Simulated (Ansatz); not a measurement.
A run of Ansatz 0.2.0 is set up as follows.

Contents of input.yaml:

```yaml
crystal:
  lattice:
    - [0.0, 2.955, 2.955]
    - [2.955, 0.0, 2.955]
    - [2.955, 2.955, 0.0]
  atoms:
    - { symbol: Pt, position: [0.011728, -0.01505, -0.00564] }
    - { symbol: Al, position: [0.754024, 0.753359, 0.743573] }
    - { symbol: Al, position: [0.251032, 0.248813, 0.25647] }
kpoints:
  mp_grid: { grid: [8, 8, 8] }
scf:
  occupations: { method: fermi_dirac, width: 0.05 }
hamiltonian:
  xc: pbe
  pseudopotentials: { kind: all_electron, lapw: { basis_error: 0.001 } }
output:
  forces: true
  stress: true
  eigenvalues: true
  populations: true
```

Potentials or basis: all-electron LAPW, scalar-relativistic.

Run with:

```console
$ ansatz run input.yaml --threads 2 --pin off --max-ram 6144MiB --backend cpu --events-out ev --progress --plain --runs-dir out
```

(1) Predict the band gap on the k mesh.

(2) Estimate the largest force.

(3) Predict the pressure.

## Answers

(1) none (metal or under the smearing width).

(2) 0.578 eV/Å.

(3) 2.8 GPa.
